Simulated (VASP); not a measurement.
# CoH (Fm-3m) in VASP: further runs

One crystal, CoH, is run at these levels: LDA; tasks: single point.

Everything below comes from runs of VASP 6.6.1. Logs are shortened: lines on timing, memory, paths and dates and some standing lists are left out, and cuts for length are marked.

**1. The structure**

The structure is cubic, space group Fm-3m (No. 225). The conventional cell has a = 3.686 Å, b = 3.686 Å, c = 3.686 Å, α = 90.00°, β = 90.00°, γ = 90.00°. Around Co (site symmetry m-3m) lie 6 H at 1.84 Å. Around H (site symmetry m-3m) lie 6 Co at 1.84 Å.

The cell comes from a database or a generator and needn't be the stable form of this composition.

**2. Single point, LDA, collinear spin, ferromagnetic start**

File INCAR:

```
  PREC = Accurate
  ENCUT = 460
  EDIFF = 1E-6
  ISMEAR = 0
  SIGMA = 0.05
  LREAL = False
  LASPH = True
  NELM = 100
  ALGO = Normal
  ISIF = 2
  LWAVE = False
  LCHARG = False
  ISPIN = 2
  MAGMOM = 2 0
  LORBIT = 11
  LMAXMIX = 4
  GGA = CA
  ADDGRID = False
```

File KPOINTS:

```
Automatic mesh
0
Gamma
  7 7 7
```

File POSCAR:

```
CoH
1.0
    0.0000000000      1.8429617100      1.8429617100
    1.8429617100      0.0000000000      1.8429617100
    1.8429617100      1.8429617100      0.0000000000
Co H
1 1
Direct
    0.0000000000      0.0000000000      0.0000000000
    0.5000000000      0.5000000000      0.5000000000
```

Potentials or basis: VASP PAW LDA potentials, release 64 (Co, H_s).

Command:

```sh
$ cat potpaw_LDA.64/Co/POTCAR potpaw_LDA.64/H_s/POTCAR > POTCAR
$ mpirun -np 1 vasp_std > vasp.out
```

OUTCAR:

```text
PREC = Accurate
   ENCUT = 460
   EDIFF = 1E-6
   ISMEAR = 0
   LREAL = False
   LASPH = True
   NELM = 100
   ISIF = 2
   ISPIN = 2
   LORBIT = 11
   GGA = CA

 Found     20 irreducible k-points:

 Following reciprocal coordinates:
            Coordinates               Weight
  0.000000  0.000000  0.000000      1.000000
  0.142857  0.000000  0.000000      8.000000
  0.285714  0.000000  0.000000      8.000000
  0.428571  0.000000  0.000000      8.000000
  0.142857  0.142857  0.000000      6.000000
  0.285714  0.142857  0.000000     24.000000
   k-points           NKPTS =     20   k-points in BZ     NKDIM =     20   number of bands    NBANDS=     10
   number of dos      NEDOS =    301   number of ions     NIONS =      2
   total plane-waves  NPLWV =   5832
   dimension x,y,z NGX =    18 NGY =   18 NGZ =   18
   dimension x,y,z NGXF=    36 NGYF=   36 NGZF=   36
   ions per type =               1   1
   NGX,Y,Z   is equivalent  to a cutoff of  11.48, 11.48, 11.48 a.u.
   NGXF,Y,Z  is equivalent  to a cutoff of  22.96, 22.96, 22.96 a.u.
 SYSTEM =  unknown system
   PREC   = accura    normal or accurate (medium, high low for compatibility)
   ISTART =      0    job   : 0-new  1-cont  2-samecut
   ICHARG =      2    charge: 1-file 2-atom 10-const
   ISPIN  =      2    spin polarized calculation?
   LNONCOLLINEAR =      F non collinear calculations
   LSORBIT =      F    spin-orbit coupling
   LASPH  =      T    aspherical Exc in radial PAW
   ENCUT  =  460.0 eV  33.81 Ry    5.81 a.u.   4.56  4.56  4.56*2*pi/ulx,y,z
   NELM   =    100;   NELMIN=  2; NELMDL= -5     # of ELM steps
   EDIFF  = 0.1E-05   stopping-criterion for ELM
[... 18 lines left out ...]
     AMIX     =   0.40;   BMIX     =  1.00
     AMIX_MAG =   1.60;   BMIX_MAG =  1.00
  volume/ion in A,a.u.               =       6.26        42.24
  Fermi-wavevector in a.u.,A,eV,Ry     =   1.518968  2.870433 31.392214  2.307263
  Thomas-Fermi vector in A             =   2.628017
   LORBIT       =     11    0 simple, 1 ext, 2 COOP (PROOUT), +10 PAW based schemes
   GGA     = CA    functional components
[... 5 lines left out ...]
 spin polarized calculation
 Gauss-broadening in eV      SIGMA  =   0.05
  energy-cutoff  :      460.00
  volume of cell :       12.52
 maximum number of plane-waves:       295
 NGX is ok and might be reduce to    18
   NGX =  9   NGY =  9   NGZ =  9

 number of electron      10.0000000 magnetization       2.0000000

 number of electron       9.9999992 magnetization       1.1604120

 Free energy of the ion-electron system (eV)
  ---------------------------------------------------
  ext. energy  EPLUGINS =         0.00000000
  ---------------------------------------------------
  free energy    TOTEN  =       -11.81688045 eV

  energy without entropy =      -11.81494148  energy(sigma->0) =      -11.81591096

 E-fermi :   9.8954     XC(G=0): -13.7042

 val. band max:        9.8835465710   @ k =  -0.2857   0.2857   0.0000
 cond. band min:       9.9087518960   @ k =   0.2857   0.1429   0.0000
 fundamental gap:      0.0252053249
 Fermi energy:         9.8954192671

 spin component 1

 k-point     1 :       0.0000    0.0000    0.0000
  band No.  band energies     occupation
      1      -2.4335      1.00000
      2       7.4205      1.00000
      3       7.4205      1.00000
      4       7.4205      1.00000
      5       8.4270      1.00000
      6       8.4270      1.00000
      7      25.0876      0.00000
      8      30.6395      0.00000
      9      31.1265      0.00000
     10      31.1265      0.00000

 k-point     2 :       0.1429    0.0000    0.0000
  band No.  band energies     occupation
      1      -1.7580      1.00000
      2       7.1930      1.00000
      3       7.5533      1.00000
      4       7.5533      1.00000
      5       8.3625      1.00000
      6       8.3625      1.00000
      7      22.1063      0.00000
      8      28.1283      0.00000
      9      30.8087      0.00000
     10      30.8087      0.00000

 k-point     3 :       0.2857    0.0000    0.0000
  band No.  band energies     occupation
      1       0.1307      1.00000
      2       6.5480      1.00000
      3       7.4865      1.00000
      4       7.4865      1.00000
      5       8.6361      1.00000
      6       8.6361      1.00000
      7      17.5691      0.00000
      8      24.8878      0.00000
      9      30.5028      0.00000
     10      30.5028      0.00000

 k-point     4 :       0.4286    0.0000    0.0000
  band No.  band energies     occupation
      1       2.7084      1.00000
      2       5.2893      1.00000
      3       7.2460      1.00000
      4       7.2460      1.00000
      5       9.1014      1.00000
      6       9.1014      1.00000
      7      14.4523      0.00000
      8      22.9310      0.00000
      9      30.7021      0.00000
     10      30.7021      0.00000

 k-point     5 :       0.1429    0.1429    0.0000
  band No.  band energies     occupation
      1      -1.5549      1.00000
      2       7.0636      1.00000
      3       7.6942      1.00000
      4       7.6942      1.00000
      5       8.0227      1.00000
      6       8.5571      1.00000
      7      22.2241      0.00000
      8      28.1775      0.00000
      9      28.1775      0.00000
     10      29.2326      0.00000

 k-point     6 :       0.2857    0.1429    0.0000
  band No.  band energies     occupation
      1      -0.1505      1.00000
      2       6.6604      1.00000
      3       7.3959      1.00000
      4       7.8340      1.00000
      5       8.3474      1.00000
      6       8.7892      1.00000
      7      19.1201      0.00000
      8      24.6114      0.00000
      9      26.6623      0.00000
     10      30.6040      0.00000

 [... further k-points ...]

 spin component 2

 k-point     1 :       0.0000    0.0000    0.0000
  band No.  band energies     occupation
      1      -2.3578      1.00000
      2       8.5078      1.00000
      3       8.5078      1.00000
      4       8.5078      1.00000
      5       9.4921      1.00000
      6       9.4921      1.00000
      7      25.1060      0.00000
      8      30.6486      0.00000
      9      31.2344      0.00000
     10      31.2344      0.00000

 k-point     2 :       0.1429    0.0000    0.0000
  band No.  band energies     occupation
      1      -1.6826      1.00000
      2       8.2348      1.00000
      3       8.6427      1.00000
      4       8.6427      1.00000
      5       9.4236      1.00000
      6       9.4236      1.00000
      7      22.1936      0.00000
      8      28.3455      0.00000
      9      31.0011      0.00000
     10      31.0011      0.00000

 k-point     3 :       0.2857    0.0000    0.0000
  band No.  band energies     occupation
      1       0.2095      1.00000
      2       7.4272      1.00000
      3       8.5168      1.00000
      4       8.5168      1.00000
      5       9.7634      0.99991
      6       9.7634      0.99991
      7      17.9140      0.00000
      8      25.0555      0.00000
      9      30.7806      0.00000
     10      30.7806      0.00000

 k-point     4 :       0.4286    0.0000    0.0000
  band No.  band energies     occupation
      1       2.8017      1.00000
      2       5.8835      1.00000
      3       8.2360      1.00000
      4       8.2360      1.00000
      5      10.2873      0.00000
      6      10.2873      0.00000
      7      15.1697      0.00000
      8      22.9863      0.00000
      9      30.9689      0.00000
     10      30.9689      0.00000

 k-point     5 :       0.1429    0.1429    0.0000
  band No.  band energies     occupation
      1      -1.4786      1.00000
      2       8.1067      1.00000
      3       8.7939      1.00000
      4       8.7939      1.00000
      5       9.0325      1.00000
      6       9.6308      1.00000
      7      22.2935      0.00000
      8      28.4200      0.00000
      9      28.4200      0.00000
     10      29.4371      0.00000

 k-point     6 :       0.2857    0.1429    0.0000
  band No.  band energies     occupation
      1      -0.0669      1.00000
      2       7.6224      1.00000
      3       8.3640      1.00000
      4       8.9082      1.00000
      5       9.4422      1.00000
      6       9.9088      0.35305
      7      19.3539      0.00000
      8      24.8996      0.00000
      9      26.9345      0.00000
     10      30.8598      0.00000

 [... further k-points ...]

------------------------ aborting loop because EDIFF is reached ----------------------------------------

  FORCE on cell =-STRESS in cart. coord.  units (eV):
  Direction    XX          YY          ZZ          XY          YZ          ZX
  --------------------------------------------------------------------------------------
  -------------------------------------------------------------------------------------
  Total       -1.0732696     -1.0732696     -1.0732696      0.0000000      0.0000000      0.0000000
  in kB     -137.3537374   -137.3537374   -137.3537374      0.0000000      0.0000000      0.0000000
  external PRESSURE =    -137.3537374 kB  Pullay stress =       0.0000000 kB

 VOLUME and BASIS-vectors are now :
 -----------------------------------------------------------------------------
  energy-cutoff  :      460.00
  volume of cell :       12.52
      direct lattice vectors                 reciprocal lattice vectors
     0.000000000  1.842961710  1.842961710    -0.271302435  0.271302435  0.271302435
     1.842961710  0.000000000  1.842961710     0.271302435 -0.271302435  0.271302435
     1.842961710  1.842961710  0.000000000     0.271302435  0.271302435 -0.271302435

 POSITION                                       TOTAL-FORCE (eV/Angst)
 -----------------------------------------------------------------------------------
      0.00000      0.00000      0.00000         0.000000      0.000000      0.000000
      1.84296      1.84296      1.84296        -0.000000     -0.000000     -0.000000
 -----------------------------------------------------------------------------------
    total drift:                               -0.000000      0.000000      0.000000

  FREE ENERGIE OF THE ION-ELECTRON SYSTEM (eV)
  ---------------------------------------------------
  free  energy   TOTEN  =       -11.8168804465 eV

  energy  without entropy=      -11.8149414760  energy(sigma->0) =      -11.81591096

 total charge

# of ion       s       p       d       tot
------------------------------------------
    1        0.403   0.545   7.448   8.397
    2        0.679   0.093   0.000   0.772
--------------------------------------------------
tot          1.082   0.638   7.448   9.168

 magnetization (x)

# of ion       s       p       d       tot
------------------------------------------
    1       -0.006  -0.012   1.197   1.179
    2       -0.009  -0.006   0.000  -0.015
--------------------------------------------------
tot         -0.015  -0.017   1.197   1.164
```

Run time: 2.9 s. Hardware: 1 thread of Intel Xeon 6975P-C (Granite Rapids), shared host; peak memory 0.12 GiB.

The run converged, but some of its settings lie outside the range that counts as converged, so its numbers aren't taken as properties of the crystal.

What came out:

* Free energy: -11.8169 eV
* Pressure: -13.7 GPa
* Band gap on the k mesh: none (metal or under the smearing width)
* Net moment: 1.16 μB per cell
* Site moments: Co +1.18; H -0.01 μB
* Valence electrons inside the program's atomic spheres: Co 8.40; H 0.77

Caveat: the k mesh is coarse (spacing up to 0.42 Å⁻¹), so the values aren't converged.

**3. Single point, LDA, collinear spin, ferromagnetic start**

INCAR: that of step 2 with these lines changed.

```diff
@@ -3,3 +3,3 @@
   EDIFF = 1E-6
-  ISMEAR = 0
+  ISMEAR = -5
   SIGMA = 0.05
```

KPOINTS is that of step 2.

POSCAR is that of step 2.

Potentials or basis: VASP PAW LDA potentials, release 64 (Co, H_s).

Command:

```sh
$ cat potpaw_LDA.64/Co/POTCAR potpaw_LDA.64/H_s/POTCAR > POTCAR
$ mpirun -np 1 vasp_std > vasp.out
```

Wall time 4.8 s (1 thread of Intel Xeon 6975P-C (Granite Rapids), shared host); peak memory 0.12 GiB.

These settings aren't checked as converged: the numbers below hold their error.

Results:

```yaml
Free_energy: -11.8066 eV
Pressure: -14.5 GPa
Band_gap_on_the_k_mesh: none (metal or under the smearing width)
Net_moment: 1.03 μB per cell
Site_moments: Co +1.06; H -0.02 μB
Valence_electrons_inside_the_program's_atomic_spheres: Co 8.40; H 0.77
```

Caveat: the k mesh is coarse (spacing up to 0.42 Å⁻¹), so the values aren't converged; tetrahedron occupations give inexact forces and stress in metals.

**4. Single point, LDA, collinear spin, ferromagnetic start**

INCAR: that of step 3 with these lines changed.

```diff
@@ -1,5 +1,5 @@
   PREC = Accurate
-  ENCUT = 460
+  ENCUT = 520
   EDIFF = 1E-6
-  ISMEAR = -5
+  ISMEAR = 0
   SIGMA = 0.05
```

KPOINTS is that of step 3.

POSCAR is that of step 3.

Command:

```sh
$ cat potpaw_LDA.64/Co/POTCAR potpaw_LDA.64/H_s/POTCAR > POTCAR
$ mpirun -np 1 vasp_std > vasp.out
```

Run time: 4.7 s. Hardware: 1 thread of Intel Xeon 6975P-C (Granite Rapids), shared host; peak memory 0.12 GiB.

These settings aren't checked as converged: the numbers below hold their error.

What came out:

* Free energy: -11.8170 eV
* Pressure: -13.6 GPa
* Band gap on the k mesh: none (metal or under the smearing width)
* Net moment: 1.16 μB per cell
* Site moments: Co +1.18; H -0.01 μB
* Valence electrons inside the program's atomic spheres: Co 8.40; H 0.77

Caveat: the k mesh is coarse (spacing up to 0.42 Å⁻¹), so the values aren't converged.

**5. Single point, LDA, collinear spin, ferromagnetic start**

INCAR: that of step 4 with these lines changed.

```diff
@@ -1,2 +1,2 @@
-  PREC = Accurate
+  PREC = Low
   ENCUT = 520
```

KPOINTS is that of step 4.

POSCAR is that of step 4.

Potentials or basis: VASP PAW LDA potentials, release 64 (Co, H_s).

Command:

```sh
$ cat potpaw_LDA.64/Co/POTCAR potpaw_LDA.64/H_s/POTCAR > POTCAR
$ mpirun -np 1 vasp_std > vasp.out
```

OUTCAR:

```text
PREC = Low
   ENCUT = 520
   EDIFF = 1E-6
   ISMEAR = 0
   LREAL = False
   LASPH = True
   NELM = 100
   ISIF = 2
   ISPIN = 2
   LORBIT = 11
   GGA = CA

 Found     20 irreducible k-points:

 Following reciprocal coordinates:
            Coordinates               Weight
  0.000000  0.000000  0.000000      1.000000
  0.142857  0.000000  0.000000      8.000000
  0.285714  0.000000  0.000000      8.000000
  0.428571  0.000000  0.000000      8.000000
  0.142857  0.142857  0.000000      6.000000
  0.285714  0.142857  0.000000     24.000000
   k-points           NKPTS =     20   k-points in BZ     NKDIM =     20   number of bands    NBANDS=     10
   number of dos      NEDOS =    301   number of ions     NIONS =      2
   total plane-waves  NPLWV =   4096
   dimension x,y,z NGX =    16 NGY =   16 NGZ =   16
   dimension x,y,z NGXF=    16 NGYF=   16 NGZF=   16
   ions per type =               1   1
   NGX,Y,Z   is equivalent  to a cutoff of  10.21, 10.21, 10.21 a.u.
   NGXF,Y,Z  is equivalent  to a cutoff of  10.21, 10.21, 10.21 a.u.
 SYSTEM =  unknown system
   PREC   = low       normal or accurate (medium, high low for compatibility)
   ISTART =      0    job   : 0-new  1-cont  2-samecut
   ICHARG =      2    charge: 1-file 2-atom 10-const
[... 225 lines left out ...]

 [... further k-points ...]

------------------------ aborting loop because EDIFF is reached ----------------------------------------

  FORCE on cell =-STRESS in cart. coord.  units (eV):
  Direction    XX          YY          ZZ          XY          YZ          ZX
  --------------------------------------------------------------------------------------
  -------------------------------------------------------------------------------------
  Total       -1.0681026     -1.0681026     -1.0681026      0.0000000     -0.0000000     -0.0000000
  in kB     -136.6924758   -136.6924758   -136.6924758      0.0000000     -0.0000000     -0.0000000
  external PRESSURE =    -136.6924758 kB  Pullay stress =       0.0000000 kB

 VOLUME and BASIS-vectors are now :
 -----------------------------------------------------------------------------
  energy-cutoff  :      520.00
  volume of cell :       12.52
      direct lattice vectors                 reciprocal lattice vectors
     0.000000000  1.842961710  1.842961710    -0.271302435  0.271302435  0.271302435
     1.842961710  0.000000000  1.842961710     0.271302435 -0.271302435  0.271302435
     1.842961710  1.842961710  0.000000000     0.271302435  0.271302435 -0.271302435

 POSITION                                       TOTAL-FORCE (eV/Angst)
 -----------------------------------------------------------------------------------
      0.00000      0.00000      0.00000         0.000000      0.000000     -0.000000
      1.84296      1.84296      1.84296        -0.000000     -0.000000      0.000000
 -----------------------------------------------------------------------------------
    total drift:                                0.000000      0.000000     -0.000000

  FREE ENERGIE OF THE ION-ELECTRON SYSTEM (eV)
  ---------------------------------------------------
  free  energy   TOTEN  =       -11.8169454336 eV

  energy  without entropy=      -11.8150053924  energy(sigma->0) =      -11.81597541

 total charge

# of ion       s       p       d       tot
------------------------------------------
    1        0.403   0.545   7.448   8.397
    2        0.679   0.093   0.000   0.772
--------------------------------------------------
tot          1.082   0.639   7.448   9.169

 magnetization (x)

# of ion       s       p       d       tot
------------------------------------------
    1       -0.006  -0.012   1.197   1.179
    2       -0.009  -0.006   0.000  -0.015
--------------------------------------------------
tot         -0.015  -0.017   1.197   1.164
```

stdout:

```text
POSCAR found type information on POSCAR CoH
 POSCAR found :  2 types and       2 ions
 scaLAPACK will be used
 LDA part: xc-table for (Slater(with rela. corr.)+CA(PZ))
 , standard interpolation
 POSCAR, INCAR and KPOINTS ok, starting setup
 FFT: planning ... GRIDC
 FFT: planning ... GRID_SOFT
 FFT: planning ... GRID
 WAVECAR not read
 entering main loop
```

Run time: 2.7 s. Hardware: 1 thread of Intel Xeon 6975P-C (Granite Rapids), shared host; peak memory 0.1 GiB.

These settings aren't checked as converged: the numbers below hold their error.

Results:

| Quantity | Value |
| --- | --- |
| Free energy | -11.8169 eV |
| Pressure | -13.7 GPa |
| Band gap on the k mesh | none (metal or under the smearing width) |
| Net moment | 1.16 μB per cell |
| Site moments | Co +1.18; H -0.01 μB |
| Valence electrons inside the program's atomic spheres | Co 8.40; H 0.77 |

Caveat: the k mesh is coarse (spacing up to 0.42 Å⁻¹), so the values aren't converged.

**6. Single point, LDA, collinear spin, ferromagnetic start**

INCAR: that of step 5 with these lines changed.

```diff
@@ -1,2 +1,2 @@
-  PREC = Low
+  PREC = Normal
   ENCUT = 520
```

KPOINTS is that of step 5.

POSCAR is that of step 5.

Potentials or basis: VASP PAW LDA potentials, release 64 (Co, H_s).

Command:

```sh
$ cat potpaw_LDA.64/Co/POTCAR potpaw_LDA.64/H_s/POTCAR > POTCAR
$ mpirun -np 1 vasp_std > vasp.out
```

Run time: 3.1 s. Hardware: 1 thread of Intel Xeon 6975P-C (Granite Rapids), shared host; peak memory 0.11 GiB.

These settings aren't checked as converged: the numbers below hold their error.

Results:

```
Free energy                                           : -11.8170 eV
Pressure                                              : -13.6 GPa
Band gap on the k mesh                                : none (metal or under the smearing width)
Net moment                                            : 1.16 μB per cell
Site moments                                          : Co +1.18; H -0.01 μB
Valence electrons inside the program's atomic spheres : Co 8.40; H 0.77
```

Caveat: the k mesh is coarse (spacing up to 0.42 Å⁻¹), so the values aren't converged.
